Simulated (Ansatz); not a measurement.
A crystal relaxed with r2SCAN in Ansatz has space group F-43m (No. 216) and a = 4.784 Å.

| atom | site | x | y | z |
| --- | --- | --- | --- | --- |
| Xx | 4a | 0.0000 | 0.0000 | 0.0000 |
| As | 4d | 0.2500 | 0.2500 | 0.7500 |

With r2SCAN the valence top lies at Γ and the conduction bottom at Γ–X (0.80 of the way from Γ), 1.37 eV higher; the smallest vertical gap, at Γ, is 3.44 eV. The HSE06 gap is indirect, 1.83 eV (Γ to Γ–X (0.80 of the way from Γ)), below the direct gap of 4.11 eV at Γ. Meshes: r2SCAN 10×10×10, HSE06 6×6×6. r2SCAN's ε∞ is 9.3 in all directions.

Question: Which element is Xx?
A. Tl
B. Al
C. B
D. In

Answer: C. Xx is B: BAs in the zincblende structure. B has 4 As at 2.07 Å; As has 4 B at 2.07 Å.

No spin polarisation and no zero-point or thermal motion.

The runs are scalar-relativistic, without spin-orbit coupling.

Where an edge lies off the special points, it is a point of the mesh or the k point where a search put PBE's edge or least direct gap, reused for the other functionals, whose own edges may lie a little apart.

The meshes of the hybrids are coarse, so their gaps aren't converged to the digits shown.
